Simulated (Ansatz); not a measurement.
# GaAs: band gap under strain

How does strain move the band edges of GaAs (zincblende), and do the functionals agree on it? States: no strain; -4.0 % biaxial strain in x and y, free along z; -3.0 % biaxial strain in x and y, free along z.

The runs shown are made with Ansatz 0.2.0. PAW datasets, plane waves. Spin-unpolarised throughout; all numbers are computed.

## (1) The cell

The unstrained cell was relaxed with r2SCAN; in each strained cell the atoms were relaxed again with r2SCAN. Names of k-points are those of the unstrained zone, where strain can split equivalent points. First state: no strain.

It is cubic, F-43m (No. 216); conventional cell a = 5.666 Å, 22.74 Å³ an atom. Ga has 4 As at 2.45 Å; As has 4 Ga at 2.45 Å.

Coordinates:

```
CELL_PARAMETERS angstrom
0.00000 2.83309 2.83309
2.83309 0.00000 2.83309
2.83309 2.83309 0.00000
ATOMIC_POSITIONS crystal
Ga 0.00000 0.00000 0.00000
As 0.25000 0.25000 0.25000
```

## (2) No strain: PBE

Contents of input.yaml:

```yaml
crystal:
  lattice:
    - [0.0, 2.8330850955, 2.8330850955]
    - [2.8330850955, 0.0, 2.8330850955]
    - [2.8330850955, 2.8330850955, 0.0]
  atoms:
    - { symbol: Ga, position: [0.0, 0.0, 0.0] }
    - { symbol: As, position: [0.25, 0.25, 0.25] }
kpoints:
  mp_grid: { grid: [8, 8, 8] }
  band_path:
    path:
      - [0.0, 0.0, 0.0]
      - [-0.5, -0.5, 0.0]
      - [-0.375, -0.375, 0.25]
      - [-0.375, 0.0, 0.375]
      - [0.0, 0.0, 0.5]
      - [-0.5, -0.25, 0.25]
    npoints: 1
hamiltonian:
  xc: pbe
scf:
  occupations: { method: fermi_dirac, width: 0.02 }
  n_extra_bands: 4
output:
  forces: true
  stress: true
  eigenvalues: true
```

Started as:

```
$ ansatz run input.yaml --threads 2 --pin off --max-ram 20275MiB --backend cpu --events-out ev --progress --plain --runs-dir out
```

After this run come: No strain: r2SCAN; No strain: HSE06; No strain: r2SCAN+SOC; No strain: r2SCAN; No strain: G0W0@PBE; -4.0 % biaxial strain in x and y, free along z: PBE; -4.0 % biaxial strain in x and y, free along z: r2SCAN; -4.0 % biaxial strain in x and y, free along z: HSE06; -4.0 % biaxial strain in x and y, free along z: r2SCAN+SOC; -4.0 % biaxial strain in x and y, free along z: r2SCAN; -4.0 % biaxial strain in x and y, free along z: G0W0@PBE; -3.0 % biaxial strain in x and y, free along z: PBE; -3.0 % biaxial strain in x and y, free along z: r2SCAN; -3.0 % biaxial strain in x and y, free along z: HSE06; -3.0 % biaxial strain in x and y, free along z: r2SCAN+SOC; -3.0 % biaxial strain in x and y, free along z: r2SCAN; -3.0 % biaxial strain in x and y, free along z: G0W0@PBE.

**Question.** What will these runs give?

**Answer**, as computed:

Least gap in eV (negative: overlap), with the change from the unstrained cell in brackets. G0W0 is on its own coarse mesh.

| state | volume change (%) | PBE | r2SCAN | HSE06 | G0W0 |
| --- | --- | --- | --- | --- | --- |
| no strain | +0.0 | 0.47 | 0.96 | 1.36 | 1.20 |
| -4.0 % biaxial strain in x and y, free along z | -4.8 | 0.63 (+0.16) | 1.14 (+0.18) | 1.56 (+0.20) | 1.39 (+0.19) |
| -3.0 % biaxial strain in x and y, free along z | -3.5 | 0.60 (+0.13) | 1.10 (+0.14) | 1.52 (+0.16) | 1.36 (+0.16) |

With HSE06, of the states in the table -4.0 % biaxial strain in x and y, free along z shifts the gap most, by +0.193 eV. PBE and HSE06 differ by 0.90 eV on the unstrained gap, and by at most 0.03 eV on its change: PBE follows the response to strain far better than the gap itself. The G0W0 figures hold for the stated bands, cutoff and mesh and aren't extrapolated.
